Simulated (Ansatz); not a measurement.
Cell and atoms are relaxed with the symmetry kept. Start:

```cif
data_structure
_symmetry_space_group_name_H-M 'P 1'
_symmetry_Int_Tables_number 1
_cell_length_a 3.1541
_cell_length_b 3.1541
_cell_length_c 12.1453
_cell_angle_alpha 90.000
_cell_angle_beta 90.000
_cell_angle_gamma 120.000
_cell_volume 104.64
loop_
_atom_site_label
_atom_site_type_symbol
_atom_site_fract_x
_atom_site_fract_y
_atom_site_fract_z
_atom_site_occupancy
W1 W 0.33333 0.66667 0.75000 1
W2 W 0.66667 0.33333 0.25000 1
S1 S 0.33333 0.66667 0.12033 1
S2 S 0.66667 0.33333 0.62033 1
S3 S 0.33333 0.66667 0.37967 1
S4 S 0.66667 0.33333 0.87967 1
```

All numbers below come from DFT PBE+D3(BJ), scalar-relativistic, plane waves, PAW (Ansatz).

Cutoff 420 eV; k points 12×12×4 on the computed 6-atom cell (Γ-centred); Gaussian smearing, width 0.02 eV; no spin polarisation.

Problem. What does it relax to?

Solution. The volume decreases by 0.01 Å³/atom to 17.43 Å³/atom, and the energy changes by under 0.1 meV/atom. Final structure:
```cif
data_structure
_symmetry_space_group_name_H-M 'P6_3/mmc'
_symmetry_Int_Tables_number 194
_cell_length_a 3.1542
_cell_length_b 3.1542
_cell_length_c 12.1357
_cell_angle_alpha 90.000
_cell_angle_beta 90.000
_cell_angle_gamma 120.000
_cell_volume 104.56
loop_
_atom_site_label
_atom_site_type_symbol
_atom_site_symmetry_multiplicity
_atom_site_Wyckoff_symbol
_atom_site_fract_x
_atom_site_fract_y
_atom_site_fract_z
_atom_site_occupancy
W1 W 2 d 0.33333 0.66667 0.75000 1
S1 S 4 f 0.33333 0.66667 0.12025 1
```

Course of the relaxation (steps run on the plane waves of an earlier cell, and the basis is chosen afresh near the end, so energy and pressure can step there; trial steps that raised the energy were taken back; energies are free energies):

```csv
step,largest force component (eV/Å),P (GPa),V (Å³/atom)
1,0.003,-0.02,17.44
2,0.000,0.00,17.43
3,0.000,0.00,17.43
```

Spin–orbit coupling is left out, which can shift energies with elements as heavy as these.